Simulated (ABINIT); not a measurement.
Input of an ABINIT 10.8.3 (patched build) run:

run.abi

```
# Datasets: ground state, then fixed potential
ndtset 2

# Pseudopotentials
pp_dirpath "./"
pseudos "Sr.upf, O.upf"

# Structure
acell 3*1.0 Angstrom
rprim
     0.0000000000     2.5663000000     2.5663000000
     2.5663000000     0.0000000000     2.5663000000
     2.5663000000     2.5663000000     0.0000000000
ntypat 2
znucl 38 8
natom 2
typat 1 2
xred
     0.5000000000     0.5000000000     0.5000000000
     0.0000000000     0.0000000000     0.0000000000

# Plane-wave basis
ecut 42.0

# Exchange and correlation
ixc -116133

# Bands and occupations
occopt 3
tsmear 0.05 eV

# SCF cycle
nstep 100

# Output
iomode 3
prtwf 0
prteig 0
prtebands 0
enunit 1
prtden1 1

# Dataset 1
kptopt1 1
ngkpt1 9 9 9
nshiftk1 1
shiftk1 0.0 0.0 0.0
nband1 12
tolvrs1 1.0e-10

# Dataset 2: bands along G-X-W-K-G-L-U-W-L-K
iscf2 -2
getden2 1
nband2 18
nbdbuf2 4
tolwfr2 1.0e-11
kptopt2 -9
ndivsm2 5
prteig2 1
prtvol2 -3
kptbounds2
     0.0000000000     0.0000000000     0.0000000000
     0.5000000000     0.0000000000     0.5000000000
     0.5000000000     0.2500000000     0.7500000000
     0.3750000000     0.3750000000     0.7500000000
     0.0000000000     0.0000000000     0.0000000000
     0.5000000000     0.5000000000     0.5000000000
     0.6250000000     0.2500000000     0.6250000000
     0.5000000000     0.2500000000     0.7500000000
     0.5000000000     0.5000000000     0.5000000000
     0.3750000000     0.3750000000     0.7500000000
```

Potentials or basis: PseudoDojo NC SR PBEsol v0.4.1 standard.

Launch:

```console
$ abinit run.abi > log 2>&1
```

(1) Predict the pressure.

(2) Predict the band gap on the k mesh.

(3) Predict the band gap along the path.

## Answers

(1) -0.8 GPa.

(2) 3.27 eV, indirect (least direct gap 3.35 eV).

(3) 3.21 eV, indirect (least direct gap 3.28 eV).
